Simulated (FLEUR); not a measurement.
# W (Im-3m) in FLEUR: a series of runs, part 2 of 2

FLEUR MaX-R8.1 (later development tree). The steps go on from the part before.

## (3) Band structure, PBEsol, spin-orbit coupling, no magnetisation

Input file inp.xml:

```xml
<?xml version="1.0" encoding="UTF-8" standalone="no"?>
<fleurInput fleurInputVersion="0.39">
   <comment>
      W                                                                                                   
   </comment>
   <calculationSetup>
      <cutoffs Kmax="4.1" Gmax="12.7" GmaxXC="12.7" numbands="all"/>
      <scfLoop itmax="60" minDistance="0.00001" maxIterBroyd="15" imix="Anderson" alpha="0.05" precondParam="0.0" spinf="2.0" sdNocoIR="T"/>
      <coreElectrons ctail="T" frcor="F" kcrel="0" coretail_lmax="0"/>
      <xcFunctional name="PBEs" relativisticCorrections="F"/>
      <magnetism jspins="1"/>
      <soc l_soc="T" theta="0.0" phi="0.0" spav="F"/>
      <expertModes spex="0" secvar="F"/>
      <geometryOptimization l_f="F" forcealpha="1.0" forcemix="BFGS" epsdisp="0.00001" epsforce="0.00001"/>
      <ldaU l_linMix="F" mixParam="0.05" spinf="1.0"/>
   </calculationSetup>
   <cell>
      <bzIntegration valenceElectrons="28.0" mode="hist" fermiSmearingEnergy="0.00183747">
         <kPointListSelection listName="default-1"/>
         <!-- k-points included here -->
         <xi:include xmlns:xi="http://www.w3.org/2001/XInclude" href="kpts.xml"> </xi:include>
      </bzIntegration>
      <!-- symmetry operations included here -->
      <xi:include xmlns:xi="http://www.w3.org/2001/XInclude" href="sym.xml"> </xi:include>
      <bulkLattice scale="1.0">
         <bravaisMatrix>
            <row-1>   -2.9901986846301867     2.9901986846301867     2.9901986846301867</row-1>
            <row-2>    2.9901986846301867    -2.9901986846301867     2.9901986846301867</row-2>
            <row-3>    2.9901986846301867     2.9901986846301867    -2.9901986846301867</row-3>
         </bravaisMatrix>
      </bulkLattice>
   </cell>
   <atomSpecies>
      <species name="Tungsten (W)" element="W" atomicNumber="74">
         <mtSphere radius="2.4" gridPoints="793" logIncrement="0.017"/>
         <atomicCutoffs lmax="10" lnonsphr="10"/>
         <electronConfig flipSpins="F">
            <coreConfig>(1s1/2) (2s1/2) (2p1/2) (2p3/2) (3s1/2) (3p1/2) (3p3/2) (4s1/2) (3d3/2) (3d5/2) (4p1/2) (4p3/2) (4d3/2) (4d5/2)</coreConfig>
            <valenceConfig>(5s1/2) (5p1/2) (5p3/2) (6s1/2) (4f5/2) (4f7/2) (5d3/2) (5d5/2)</valenceConfig>
            <stateOccupation state="(5d3/2)" spinUp="0.800000" spinDown="0.800000"/>
            <stateOccupation state="(5d5/2)" spinUp="1.200000" spinDown="1.200000"/>
         </electronConfig>
         <energyParameters s="6" p="6" d="5" f="4"/>
         <lo type="SCLO" l="0" n="5" eDeriv="0"/>
         <lo type="SCLO" l="1" n="5" eDeriv="0"/>
         <lo type="SCLO" l="2" n="5" eDeriv="2"/>
         <lo type="SCLO" l="3" n="4" eDeriv="2"/>
      </species>
   </atomSpecies>
   <atomGroups>
      <atomGroup species="Tungsten (W)">
         <relPos label="                   1">.0000000000 .0000000000 .0000000000</relPos>
         <force calculate="T" relaxXYZ="TTT"/>
      </atomGroup>
   </atomGroups>
   <output dos="F" band="F" slice="F">
      <checks vchk="F" cdinf="F"/>
      <bandDOS minEnergy="-.5*Htr" maxEnergy="0.5*Htr" sigma="0.015" storeEVData="T"/>
      <vacuumDOS vacdos="F" integ="F" star="F" nstars="0" locx1="0.0" locy1="0.0" locx2="0.0" locy2="0.0" nstm="0" tworkf="0.0"/>
      <unfoldingBand unfoldBand="F" supercellX="1" supercellY="1" supercellZ="1"/>
      <plotting iplot="0" polar="F">
         <plot TwoD="T" vec1="  1.0  0.0  0.0" vec2="  0.0  1.0  0.0" vec3="  0.0  0.0  1.0" zero="  0.0  0.0  0.0" file="plot"/>
      </plotting>
      <chargeDensitySlicing numkpt="0" minEigenval="0.0" maxEigenval="0.0" nnne="0" pallst="F"/>
      <specialOutput eonly="F"/>
      <moessbauerParams electricFieldGradient="T" isomerShift="T" coreHyperfine="T" valenceHyperfine="T"/>
      <magneticCircularDichroism mcd="F" energyLo="-10.0" energyUp="0.0"/>
   </output>
  <!-- We include the file relax.xml here to enable relaxations (see documentation) -->
  <xi:include xmlns:xi="http://www.w3.org/2001/XInclude" href="relax.xml"> <xi:fallback/> </xi:include>
</fleurInput>
```

Input file crystal.txt:

```
W
&input cartesian=F /
-1.5823450000  1.5823450000  1.5823450000
1.5823450000  -1.5823450000  1.5823450000
1.5823450000  1.5823450000  -1.5823450000
1.8897261246
1.0 1.0 1.0

1
74 0.0000000000  0.0000000000  0.0000000000

&soc 0.0 0.0 /
&kpt div1=9 div2=9 div3=9 gamma=T /
```

Input file inp.xml (bands):

```
<?xml version="1.0" encoding="UTF-8" standalone="no"?>
<fleurInput fleurInputVersion="0.39">
   <comment>
      W                                                                                                   
   </comment>
   <calculationSetup>
      <cutoffs Kmax="4.1" Gmax="12.7" GmaxXC="12.7" numbands="all"/>
      <scfLoop itmax="60" minDistance="0.00001" maxIterBroyd="15" imix="Anderson" alpha="0.05" precondParam="0.0" spinf="2.0" sdNocoIR="T"/>
      <coreElectrons ctail="T" frcor="F" kcrel="0" coretail_lmax="0"/>
      <xcFunctional name="PBEs" relativisticCorrections="F"/>
      <magnetism jspins="1"/>
      <soc l_soc="T" theta="0.0" phi="0.0" spav="F"/>
      <expertModes spex="0" secvar="F"/>
      <geometryOptimization l_f="F" forcealpha="1.0" forcemix="BFGS" epsdisp="0.00001" epsforce="0.00001"/>
      <ldaU l_linMix="F" mixParam="0.05" spinf="1.0"/>
   </calculationSetup>
   <cell>
      <bzIntegration valenceElectrons="28.0" mode="hist" fermiSmearingEnergy="0.00183747">
         <kPointListSelection listName="path-1"/>
         <!-- k-points included here -->
         <xi:include xmlns:xi="http://www.w3.org/2001/XInclude" href="kpts.xml"> </xi:include>
      </bzIntegration>
      <!-- symmetry operations included here -->
      <xi:include xmlns:xi="http://www.w3.org/2001/XInclude" href="sym.xml"> </xi:include>
      <bulkLattice scale="1.0">
         <bravaisMatrix>
            <row-1>   -2.9901986846301867     2.9901986846301867     2.9901986846301867</row-1>
            <row-2>    2.9901986846301867    -2.9901986846301867     2.9901986846301867</row-2>
            <row-3>    2.9901986846301867     2.9901986846301867    -2.9901986846301867</row-3>
         </bravaisMatrix>
      </bulkLattice>
   </cell>
   <atomSpecies>
      <species name="Tungsten (W)" element="W" atomicNumber="74">
         <mtSphere radius="2.4" gridPoints="793" logIncrement="0.017"/>
         <atomicCutoffs lmax="10" lnonsphr="10"/>
         <electronConfig flipSpins="F">
            <coreConfig>(1s1/2) (2s1/2) (2p1/2) (2p3/2) (3s1/2) (3p1/2) (3p3/2) (4s1/2) (3d3/2) (3d5/2) (4p1/2) (4p3/2) (4d3/2) (4d5/2)</coreConfig>
            <valenceConfig>(5s1/2) (5p1/2) (5p3/2) (6s1/2) (4f5/2) (4f7/2) (5d3/2) (5d5/2)</valenceConfig>
            <stateOccupation state="(5d3/2)" spinUp="0.800000" spinDown="0.800000"/>
            <stateOccupation state="(5d5/2)" spinUp="1.200000" spinDown="1.200000"/>
         </electronConfig>
         <energyParameters s="6" p="6" d="5" f="4"/>
         <lo type="SCLO" l="0" n="5" eDeriv="0"/>
         <lo type="SCLO" l="1" n="5" eDeriv="0"/>
         <lo type="SCLO" l="2" n="5" eDeriv="2"/>
         <lo type="SCLO" l="3" n="4" eDeriv="2"/>
      </species>
   </atomSpecies>
   <atomGroups>
      <atomGroup species="Tungsten (W)">
         <relPos label="                   1">.0000000000 .0000000000 .0000000000</relPos>
         <force calculate="T" relaxXYZ="TTT"/>
      </atomGroup>
   </atomGroups>
   <output dos="F" band="T" slice="F">
      <checks vchk="F" cdinf="F"/>
      <bandDOS minEnergy="-.5*Htr" maxEnergy="0.5*Htr" sigma="0.015" storeEVData="T"/>
      <vacuumDOS vacdos="F" integ="F" star="F" nstars="0" locx1="0.0" locy1="0.0" locx2="0.0" locy2="0.0" nstm="0" tworkf="0.0"/>
      <unfoldingBand unfoldBand="F" supercellX="1" supercellY="1" supercellZ="1"/>
      <plotting iplot="0" polar="F">
         <plot TwoD="T" vec1="  1.0  0.0  0.0" vec2="  0.0  1.0  0.0" vec3="  0.0  0.0  1.0" zero="  0.0  0.0  0.0" file="plot"/>
      </plotting>
      <chargeDensitySlicing numkpt="0" minEigenval="0.0" maxEigenval="0.0" nnne="0" pallst="F"/>
      <specialOutput eonly="F"/>
      <moessbauerParams electricFieldGradient="T" isomerShift="T" coreHyperfine="T" valenceHyperfine="T"/>
      <magneticCircularDichroism mcd="F" energyLo="-10.0" energyUp="0.0"/>
   </output>
  <!-- We include the file relax.xml here to enable relaxations (see documentation) -->
  <xi:include xmlns:xi="http://www.w3.org/2001/XInclude" href="relax.xml"> <xi:fallback/> </xi:include>
</fleurInput>
```

Potentials or basis: all-electron, FLAPW.

The run is started by

```sh
inpgen -f crystal.txt -profile fastHighL
# inp.xml edited to the form shown
fleur_MPI
fleur_MPI   # second run, on inp.xml (bands)
```

The program printed:

```text
Welcome to FLEUR        (www.flapw.de)
      MaX-Release 8.1          (www.max-centre.eu)

 ========== k-point set info ==========
 Selected k-point list: default-1
 k-point list type: mesh
 9 x 9 x 9
 Number of k points: 105

 ------------Calculation Setup---------------------------
 Number of MPI-tasks      :            1
 Number of PE/node        :            1
 Number of OMP-threads    :            1
 Most efficient MPI parallelization for:
           1           3           5           7          15          21          35         105
 Additional eigenvalue parallelization possible
 Number of basis functions:          165
 Approximate size of matrices (H+S) per k-point:         0.000 GB
 --------------------------------------------------------
 Iteration:     1   Distance:      16.54828847 me/bohr^3
 Iteration:     2   Distance:      15.16731228 me/bohr^3
 Iteration:     3   Distance:       7.05435943 me/bohr^3
 Iteration:     4   Distance:       1.88009154 me/bohr^3
 Iteration:     5   Distance:       1.54260097 me/bohr^3
 Iteration:     6   Distance:       0.21367924 me/bohr^3
 Iteration:     7   Distance:       0.22983129 me/bohr^3
 Iteration:     8   Distance:       0.02954000 me/bohr^3
 Iteration:     9   Distance:       0.00275619 me/bohr^3
 Iteration:    10   Distance:       0.00268696 me/bohr^3
 Iteration:    11   Distance:       0.00013653 me/bohr^3
 Iteration:    12   Distance:       0.00006184 me/bohr^3
 Iteration:    13   Distance:       0.00000149 me/bohr^3

 ********************************************************************
 Run finished successfully
 Stop message:
   all done
 ********************************************************************
```

output (bands):

```text
Welcome to FLEUR        (www.flapw.de)
      MaX-Release 8.1          (www.max-centre.eu)

 ========== k-point set info ==========
 Selected k-point list: path-1
 k-point list type: path
 Number of k points: 60

 ------------Calculation Setup---------------------------
 Number of MPI-tasks      :            1
 Number of PE/node        :            1
 Number of OMP-threads    :            1
 Most efficient MPI parallelization for:
           1           2           3           4           5           6          10          12          15          20          30          60
 Additional eigenvalue parallelization possible
 Number of basis functions:          168
 Approximate size of matrices (H+S) per k-point:         0.000 GB
 --------------------------------------------------------
 Fermi energy correction for metals:
 Fermi energy in bands.* files may not be consistent with last density.
 Please correct it manually (e.g. in band.gnu file).

 Note: Band structure data (together with different weights) is also stored in the banddos.hdf file.
       A convenient way of extracting and plotting the data from that file is by making use of the

 ********************************************************************
 Run finished successfully
 Stop message:
   Charge density postprocessing done.
 ********************************************************************
```

out.xml (last iteration):

```text
<iteration numberForCurrentRun="   13" overallNumber="   13">
         <energyParameters units="Htr">
            <atomicEP atomType="1" spin="1" branch="6s" branchLowest="-2.05" branchHighest="2.50" value="0.3842569561"/>
            <atomicEP atomType="1" spin="1" branch="6p" branchLowest="-0.66" branchHighest="3.50" value="0.5187248522"/>
            <atomicEP atomType="1" spin="1" branch="5d" branchLowest="-7.91" branchHighest="1.12" value="0.5436564689"/>
            <atomicEP atomType="1" spin="1" branch="4f" branchLowest="-9.99" branchHighest="-0.39" value="-0.3584517064"/>
            <loAtomicEP atomType="1" spin="1" branch="5s" branchLowest="-20.05" branchHighest="-2.05" value="-2.0743383279"/>
            <loAtomicEP atomType="1" spin="1" branch="5p" branchLowest="-14.69" branchHighest="-0.66" value="-0.7853426414"/>
            <loAtomicEP atomType="1" spin="1" branch="5d" branchLowest="-7.91" branchHighest="1.12" value="0.5395064660"/>
            <loAtomicEP atomType="1" spin="1" branch="4f" branchLowest="-9.99" branchHighest="-0.39" value="-0.3858918163"/>
         </energyParameters>
         <eigenvalues>
[... 296 lines left out ...]
            </sumOfEigenvalues>
            <densityCoulombPotentialIntegral value="-27663.4111669127"/>
            <densityEffectivePotentialIntegral value="-28085.7018606652"/>
            <chargeDenXCDenIntegral value="-320.6313516397"/>
            <FockExchangeEnergyValence value="0.0000000000"/>
            <FockExchangeEnergyCore value="0.0000000000"/>
            <atomTypeDependentContributions atomType="1">
               <electronNucleiInteractionDifferentMTs value="20163.9813133371"/>
               <MadelungTerm value="-54.2681976959"/>
            </atomTypeDependentContributions>
            <tkbTimesEntropy value="0.0003105101"/>
            <freeEnergy value="-16161.4461405988"/>
            <extrapolationTo0K value="-16161.4459853437"/>
         </totalEnergy>
         <densityConvergence units="me/bohr^3">
            <chargeDensity spin="1" distance="0.0000014877"/>
         </densityConvergence>
      </iteration>
```

It took 3.5 min on 1 thread of Arm Neoverse V2, shared host; peak memory 0.15 GiB.

What came out:

```yaml
Free_energy: -439775.3532 eV
Band_gap_along_the_path: none (metal or under the smearing width)
Valence_electrons_inside_the_program's_atomic_spheres: W 25.70 (radii W 2.4 bohr)
```

Levels at the corners of the path, in eV from the Fermi level:
| point | band 24 | band 25 | band 26 | band 27 | band 28 | band 29 | band 30 | band 31 | band 32 | band 33 |
| --- | --- | --- | --- | --- | --- | --- | --- | --- | --- | --- |
| Γ | -9.73 | -1.54 | -1.54 | -1.54 | -1.54 | -1.03 | -1.03 | 2.18 | 2.18 | 2.18 |
| H | -5.96 | -5.96 | -5.96 | 4.84 | 4.84 | 4.84 | 4.84 | 5.56 | 5.56 | 6.69 |
| N | -6.38 | -3.69 | -3.69 | 0.65 | 0.65 | 2.01 | 2.01 | 3.02 | 3.02 | 6.10 |
| Γ | -9.73 | -1.54 | -1.54 | -1.54 | -1.54 | -1.03 | -1.03 | 2.18 | 2.18 | 2.18 |
| P | -3.40 | -2.87 | -2.87 | -2.87 | -2.87 | 3.19 | 3.19 | 3.19 | 3.19 | 6.50 |
| H | -5.96 | -5.96 | -5.96 | 4.84 | 4.84 | 4.84 | 4.84 | 5.56 | 5.56 | 6.69 |
| P | -3.40 | -2.87 | -2.87 | -2.87 | -2.87 | 3.19 | 3.19 | 3.19 | 3.19 | 6.50 |
| N | -6.38 | -3.69 | -3.69 | 0.65 | 0.65 | 2.01 | 2.01 | 3.02 | 3.02 | 6.10 |

Core levels (eV from the Fermi level):
```
atom                                                                                                                                                                                                           levels
 1 W  1s1/2 -69370.1, 2s1/2 -11961.4, 2p1/2 -11438.2, 2p3/2 -10086.1, 3s1/2 -2750.8, 3p1/2 -2517.9, 3p3/2 -2225.5, 4s1/2 -563.3, 3d3/2 -1833.5, 3d5/2 -1769.9, 4p1/2 -466.8, 4p3/2 -398.9, 4d3/2 -240.4, 4d5/2 -227.9
```
